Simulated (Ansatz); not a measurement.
## Al under changes of volume

One of the cells (16.669 Å³/atom); the others are scaled copies at fixed shape and fractional positions:

```
Al
1.0
     2.81246    0.00000    0.00000
    -1.40623    2.43566    0.00000
     0.00000    0.00000    4.86685
Al
2
Direct
  0.33333 0.66667 0.25000
  0.66667 0.33333 0.75000
```

This isn't the form of Al at room conditions, which is fcc.

```yaml
Program: Ansatz 0.2.0
Functional: PBE0
Potentials_or_basis: Ansatz PAW
Cutoff: "420 eV (not typed: the program's choice for these potentials)"
k_mesh: 6 × 6 × 4
Occupations: fermi-dirac, width 0.05 eV
Spin: no spin polarisation
```

```tsv
volume (Å³/atom)	energy over the lowest point (meV/atom)	pressure (GPa)
15.669	15.79	4.8
16.003	7.93	2.8
16.336	1.71	1.7
16.669	0.00	0.0
17.003	1.69	-1.6
17.336	?	?
17.670	13.88	-4.2
```

Task: What does the run at 17.336 Å³/atom give?

Result: Energy over the lowest point 6.41 meV/atom; pressure -3.0 GPa.

Worked out: A Birch-Murnaghan fit of order 3 (a polynomial in V^(-2/3)) to the other rows has its minimum at 16.71 Å³/atom with B0 = V·E''(V) = 80 GPa (rough, since the energies scatter) at fixed shape and positions, which overstates the stiffness. It gives 6.03 meV/atom at 17.336 Å³/atom, against the run's 6.41, and -dE/dV = -3.0 GPa, against -3.0.

Energies are extrapolated to zero smearing.

Caveats: all runs use coarse meshes; the PAW data sets come from PBE, with cores solved anew for the run's functional, which leaves a small shift of forces and pressure; the thresholds are loose for stress.
